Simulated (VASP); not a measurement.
# MgB5 (P6/mmm) in VASP: a series of runs, part 2 of 2

VASP 6.6.1. Earlier steps stand in the parts before.

### Step 3. Relaxation of cell and atoms, PBE (species swapped into the TbCu5 type (P6/mmm, No. 191))

The input, INCAR:

```
PREC = Accurate
ENCUT = 600
EDIFF = 1E-7
ISMEAR = 0
SIGMA = 0.1
LREAL = F
LASPH = T
NELM = 80
ALGO = Normal
ISIF = 3
LWAVE = F
LCHARG = F
GGA = PE
IBRION = 2
NSW = 100
EDIFFG = -0.01
```

The input, KPOINTS:

```
Automatic mesh
0
Gamma
  12 12 14
```

The input, POSCAR:

```
MgB5
1.0
    4.3075283101      0.0000000000      0.0000000000
   -2.1537641551      3.7304289441      0.0000000000
    0.0000000000      0.0000000000      2.8846578006
Mg B
1 5
Direct
    0.0000000000      0.0000000000      0.0000000000
    0.5000000000      0.0000000000      0.5000000000
    0.5000000000      0.5000000000      0.5000000000
    0.0000000000      0.5000000000      0.5000000000
    0.3333333333      0.6666666667      0.0000000000
    0.6666666667      0.3333333333      0.0000000000
```

Potentials or basis: VASP PAW PBE potentials, release 64 (Mg, B).

Run with:

```bash
cat potpaw_PBE.64/Mg/POTCAR potpaw_PBE.64/B/POTCAR > POTCAR
mpirun -np 1 vasp_std > vasp.out
```

It took 61 s on 1 thread of Intel Xeon Platinum 8488C (Sapphire Rapids), shared host; peak memory 0.25 GiB.

The run converged. Its results:

* Free energy: -30.1067 eV
* Relaxed volume: 7.73 Å³/atom
* Relaxed cell: a = 4.311 Å, b = 4.311 Å, c = 2.882 Å, α = 90.00°, β = 90.00°, γ = 120.00°
* Space group after relaxing (to 0.05 Å): P6/mmm (No. 191)
* Energy gained by relaxing: 0.0 meV/atom
* Ionic steps: 2
* Pressure after relaxing: 0.1 GPa

Step by step:
```csv
step,energy change (eV),largest force (eV/Å),pressure (GPa),volume (Å³)
1,0.0000,0.0000,0.08,46.35
2,-0.0001,0.0000,0.08,46.38
```

Final structure:
```
CELL_PARAMETERS angstrom
4.31093 0.00000 0.00000
-2.15546 3.73337 0.00000
0.00000 0.00000 2.88163
ATOMIC_POSITIONS crystal
Mg 0.00000 0.00000 0.00000
B 0.50000 0.00000 0.50000
B 0.50000 0.50000 0.50000
B 0.00000 0.50000 0.50000
B 0.33333 0.66667 0.00000
B 0.66667 0.33333 0.00000
```

Levels at points of the mesh, in eV from the Fermi level:
| k point | band 5 | band 6 | band 7 | band 8 | band 9 | band 10 | band 11 | band 12 |
| --- | --- | --- | --- | --- | --- | --- | --- | --- |
| (0.00, 0.00, 0.00) | -6.11 | -6.11 | -4.80 | -0.43 | 2.34 | 2.81 | 3.60 | 3.60 |
| (0.50, 0.00, 0.00) | -3.51 | -1.83 | -1.66 | -1.62 | -0.15 | 1.11 | 3.26 | 4.30 |
| (0.00, 0.00, 0.50) | -5.95 | -3.35 | -3.35 | -2.91 | -2.11 | -2.11 | -0.17 | -0.17 |
| (0.50, 0.00, 0.50) | -6.55 | -5.62 | -4.74 | -1.81 | 1.90 | 2.16 | 2.94 | 3.03 |

Caveat: the bands computed are all filled at some k points, so no gap is given.

### Step 4. Single point, PBE (the structure that the rattled cell fell into)

The input, INCAR:

```
ALGO = Fast
EDIFF = 1E-7
ENCUT = 520
GGA = PE
ISIF = 2
ISMEAR = 0
LASPH = True
LCHARG = False
LREAL = False
LWAVE = False
NBANDS = 29
NELM = 100
PREC = Accurate
SIGMA = 0.1
```

The input, KPOINTS:

```
k-points
0
Gamma
  6 4 2
```

The input, POSCAR:

```
MgB5
1.0
    2.9737415507      0.0000000000      0.0000000000
    0.9602987787      4.2183368180      0.0000000000
    0.8377182762      0.3572807018      7.8091933779
Mg B
2 10
Direct
    0.1249748334      0.0087492350      0.0174771043
    0.8568980780      0.5140575754      0.5303020906
    0.3163232503      0.2573684639      0.2878632629
    0.7411519574      0.8379306398      0.7907677264
    0.1021812618      0.6361389304      0.2444776975
    0.6777505597      0.2298990313      0.7766015990
    0.7579408589      0.5033988248      0.9356358689
    0.3588864282      0.0007150394      0.4581226291
    0.6580046746      0.4990391399      0.1475568791
    0.2380389381      0.9769873731      0.6696634881
    0.8914239810      0.9704313553      0.3352859173
    0.2764251784      0.5652843919      0.8062457368
```

Run with:

```bash
cat potpaw_PBE.64/Mg/POTCAR potpaw_PBE.64/B/POTCAR > POTCAR
mpirun -np 1 vasp_std > vasp.out
```

Wall time 54 s (1 thread of Intel Xeon Platinum 8488C (Sapphire Rapids), shared host); peak memory 0.23 GiB.

The run converged. Its results:

| Item | Value |
| --- | --- |
| Free energy | -67.1226 eV |
| Pressure | 5.5 GPa |
| Largest force | 1.585 eV/Å |
| Band gap on the k mesh | none (metal or under the smearing width) |

Forces in eV/Å, atoms in the order of the input:
```
Mg   0.362 -0.355  0.380
Mg   0.054 -0.024 -0.222
B    0.257 -0.294  0.687
B   -0.442  0.506  0.141
B    0.001 -1.336 -0.853
B    0.114 -1.413  0.408
B   -0.496  0.881 -1.211
B   -0.278  0.911 -1.077
B    0.163 -0.342  1.179
B   -0.193 -0.379  0.919
B   -0.158  1.451  0.080
B    0.616  0.394 -0.432
```

Stress tensor (GPa, compression positive):
```
1.50 3.26 0.76
3.26 6.39 6.13
0.76 6.13 8.73
```

Levels at points of the mesh, in eV from the Fermi level:
```
           k point  band 14  band 15  band 16  band 17  band 18  band 19  band 20  band 21
(0.00, 0.00, 0.00)    -1.65    -0.88    -0.46    -0.36    -0.06     1.91     2.80     3.42
(0.50, 0.00, 0.00)    -3.50    -3.14    -2.40    -1.57    -0.58     0.67     1.40     2.21
(0.00, 0.50, 0.00)    -1.37    -1.00     0.02     1.67     2.22     2.71     3.00     3.46
(0.50, 0.50, 0.00)    -3.14    -1.98    -1.32    -1.17    -0.44     0.49     1.52     2.68
(0.00, 0.00, 0.50)    -2.46    -1.44    -0.40     0.45     0.73     1.84     2.91     3.19
(0.50, 0.00, 0.50)    -3.41    -2.65    -2.47    -1.62    -0.41     0.47     1.42     1.81
(0.00, 0.50, 0.50)    -1.45    -0.70     0.03     0.31     1.61     2.72     2.80     3.66
(0.50, 0.50, 0.50)    -3.65    -2.05    -1.60    -1.06    -0.12     0.39     1.80     3.44
```

Caveat: the k mesh is coarse (spacing up to 0.40 Å⁻¹), so the values aren't converged; forces of over 1 eV/Å show positions far from the minimum, so gaps and moduli don't describe the material at rest.

### Step 5. Single point, PBE (cell x2)

The input, INCAR:

```
PREC = Accurate
ENCUT = 520
EDIFF = 1E-6
ISMEAR = 0
SIGMA = 0.2
LREAL = False
LASPH = True
NELM = 60
ALGO = Normal
ISIF = 2
LWAVE = False
LCHARG = True
GGA = PE
LELF = True
LVHAR = True
NBANDS = 29
```

The input, KPOINTS:

```
regular mesh
0
Gamma
  8 6 4
```

The input, POSCAR:

```
MgB5
1.0
    0.0000000000      0.0000000000     -2.8822887002
    2.1572222030     -3.7364184587      0.0000000000
   -6.4716666088     -3.7364184588      0.0000000000
Mg B
2 10
Direct
    0.0000000000      1.0000000000      1.0000000000
    0.0000000000      0.5000000000      0.5000000000
    0.5000000000      0.2500000000      0.7500000000
    0.5000000000      0.7500000000      0.2500000000
    0.5000000000      0.7500000000      0.7500000000
    0.5000000000      0.2500000000      0.2500000000
    0.5000000000      0.5000000000      1.0000000000
    0.5000000000      0.0000000000      0.5000000000
    0.0000000000      0.5000000000      0.8333333333
    0.0000000000      0.0000000000      0.3333333333
    0.0000000000      0.0000000000      0.6666666667
    0.0000000000      0.5000000000      0.1666666667
```

Run with:

```bash
cat potpaw_PBE.64/Mg/POTCAR potpaw_PBE.64/B/POTCAR > POTCAR
mpirun -np 1 vasp_std > vasp.out
```

Run time: 79 s. Hardware: 1 thread of Intel Xeon Platinum 8488C (Sapphire Rapids), shared host; peak memory 0.27 GiB.

The run converged. Its results:

* Free energy: -60.2032 eV
* Pressure: -0.3 GPa
* Largest force: 0.035 eV/Å
* Band gap on the k mesh: none (metal or under the smearing width)

Forces in eV/Å, atoms in the order of the input:
```
Mg   0.000  0.000  0.000
Mg   0.000  0.000  0.000
B    0.000  0.000  0.000
B    0.000  0.000  0.000
B    0.000  0.000  0.000
B    0.000  0.000  0.000
B    0.000  0.000  0.000
B    0.000  0.000  0.000
B    0.030  0.017  0.000
B    0.030  0.017  0.000
B   -0.030 -0.017  0.000
B   -0.030 -0.017  0.000
```

Stress tensor (GPa, compression positive):
```
-0.92 -0.59  0.00
-0.59 -0.24  0.00
 0.00  0.00  0.38
```

Levels at points of the mesh, in eV from the Fermi level:
```
           k point  band 13  band 14  band 15  band 16  band 17  band 18  band 19  band 20  band 21  band 22
(0.00, 0.00, 0.00)    -1.81    -1.65    -1.60    -0.42    -0.14     1.12     2.36     2.83     3.28     3.61
(0.50, 0.00, 0.00)    -3.33    -3.32    -2.89    -2.10    -2.10    -1.79    -0.15    -0.15     1.67     1.92
(0.00, 0.50, 0.00)    -1.77    -1.77    -0.52    -0.52    -0.51    -0.51     3.13     3.13     3.43     3.43
(0.50, 0.50, 0.00)    -2.82    -2.82    -0.78    -0.78    -0.32    -0.32     0.67     0.67     3.58     3.58
(0.00, 0.00, 0.50)    -4.12    -4.12    -0.10    -0.10     1.28     1.28     3.11     3.11     3.44     3.44
(0.50, 0.00, 0.50)    -4.26    -4.26    -1.74    -1.74    -0.28    -0.28    -0.13    -0.13     0.55     0.55
(0.00, 0.50, 0.50)    -1.64    -1.64    -1.61    -1.61    -0.14    -0.14     1.13     1.13     3.28     3.28
(0.50, 0.50, 0.50)    -4.72    -4.72    -1.78    -1.78     1.91     1.91     2.17     2.17     2.95     2.95
```

### Step 6. Overview

| task | cell | k mesh | cutoff (eV) | smearing | mesh quality | gap on the mesh (eV) | pressure (GPa) | largest force (eV/Å) |
| --- | --- | --- | --- | --- | --- | --- | --- | --- |
| single point | species swapped into the TbCu5 type (P6/mmm, No. 191) | 12 × 12 × 14 | 520 | gaussian 0.1 eV | not flagged | none | -0.2 | - |
| relaxation of cell and atoms | relaxed from: species swapped into the TbCu5 type (P6/mmm, No. 191) | 12 × 12 × 14 | 600 | gaussian 0.1 eV | not flagged | - | 0.1 | - |
| single point | the structure that the rattled cell fell into | 6 × 4 × 2 | 520 | gaussian 0.1 eV | coarse | none | 5.5 | 1.59 |
| single point | cell x2 | 8 × 6 × 4 | 520 | gaussian 0.2 eV | not flagged | none | -0.3 | 0.03 |

Alike in all rows: level PBE; potentials or basis VASP PAW PBE potentials, release 64 (Mg, B); no spin polarisation.

Caveats: some runs use coarse meshes; the bands computed are all filled at some k points, so no gap is given (some runs); forces of over 1 eV/Å show positions far from the minimum, so gaps and moduli don't describe the material at rest (some runs).

Total energies depend on the potentials used, so only differences within one code and one set of settings carry meaning.
